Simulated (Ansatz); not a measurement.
L1₀ (CuAu-type) CoPt, treated with r²SCAN in Ansatz (PAW).

Run with plane-wave cutoff 560 eV, 20×20×16 k mesh (along the axes of the cell as run), Fermi–Dirac smearing 0.05 eV, spin-polarised with parallel moments, scalar-relativistic PAW data made under PBE.

Shape and atoms are relaxed at each volume.

Pressure at four volumes; x = ln(V/13.356 Å³). One pressure is withheld.

```tsv
V (Å³/atom)	x	P (GPa)
12.822	-0.0408	?
13.089	-0.0202	4.82
13.356	0.0000	0.00
13.891	0.0393	-8.11
```

Q: Pass a parabola P(x) through the three rows shown, estimate the bulk modulus and its pressure derivative near zero pressure, and predict the withheld pressure.

A: Slopes between the rows: (0.00 − (4.82))/(0.0000 − (-0.0202)) = -238.61 and (-8.11 − (0.00))/(0.0393 − (0.0000)) = -206.36 GPa. Their difference over the span 0.0595 is c = 32.25/0.0595 = 542.0 GPa, so P(x) = 4.82 + (-238.61)(x − (-0.0202)) + 542.0 (x − (-0.0202))(x − (0.0000)). At the middle row B = −dP/dx = −[-238.61 + 542.0 × 0.0202] = 227.7 GPa, and B′ = dB/dP = 2c/B = 4.8. At x = -0.0408 the parabola gives 10.19 GPa; the run gives 10.28 GPa. The Birch–Murnaghan fit to the energies at all volumes has B0 = 227 GPa and B′ = 4.9.

Note: the bulk modulus comes from volumes at which shape and atoms were relaxed.

Spin–orbit coupling is not included.

Ansatz is a first-principles code.
